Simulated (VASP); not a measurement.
# ZnSe in VASP: how settings move the PBEsol relaxation

Aim: see what changed inputs do to the PBEsol relaxation of ZnSe in the zincblende structure.

Code: VASP 6.6.1. PAW datasets, plane waves. The values are computed, spin-unpolarised, and not measurements.

### 1 The cell

The cell comes from an earlier relaxation with PBE in another program.

It is cubic, F-43m (No. 216); conventional cell a = 5.732 Å, 23.54 Å³ an atom. Near Zn stand 4 Se at 2.48 Å; near Se stand 4 Zn at 2.48 Å.

As a file:

```
CELL_PARAMETERS angstrom
0.00000 2.86614 2.86614
2.86614 0.00000 2.86614
2.86614 2.86614 0.00000
ATOMIC_POSITIONS crystal
Zn 0.00000 0.00000 0.00000
Se 0.25000 0.25000 0.25000
```

The PBEsol run on sound settings gave: energy (σ→0) -6.7731 eV, final volume 22.429 Å³/atom.

### 2 Variant 1

The input, INCAR:

```
SIGMA = 0.020000
EDIFF = 1.00e-07
EDIFFG = -5.00e-03
GGA = PS
PREC = Accurate
IBRION = 2
ISIF = 3
ISMEAR = -1
NBANDS = 16
NSW = 40
LASPH = .TRUE.
LCHARG = .FALSE.
LWAVE = .FALSE.
LREAL = .FALSE.
ENCUT = 250
NELM = 50
```

The input, KPOINTS:

```
KPOINTS created by Atomic Simulation Environment
0
Gamma
8 8 8
0 0 0
```

The input, POSCAR:

```
Zn Se
 1.0000000000000000
     0.0000000000000000    2.8661395710329329    2.8661395710329329
     2.8661395710329329    0.0000000000000000    2.8661395710329329
     2.8661395710329329    2.8661395710329329    0.0000000000000000
 Zn  Se
   1   1
Cartesian
  0.0000000000000000  0.0000000000000000  0.0000000000000000
  1.4330697855164665  1.4330697855164665  1.4330697855164665
```

The run uses the recommended PBE PAW datasets (18 valence electrons a neutral cell).

The run is started by

```console
> mpirun -np 1 vasp_std
```

Q: Predict the outcome of this session. Wanted: for each run, changed; ending; energy change; volume; electronic steps; usable.

As calculated:

| run | changed | ending | energy change (meV/atom) | volume (Å³/atom) | electronic steps | time | usable |
| --- | --- | --- | --- | --- | --- | --- | --- |
| ref. | – | converged | 0 | 22.429 | – | – | yes |
| 1 | ENCUT = 250, NELM = 50 | converged | -10.9 | 21.919 | 35 | 20 s | no |

**Reading.** The altered input ended normally, but is faulty or unsound.
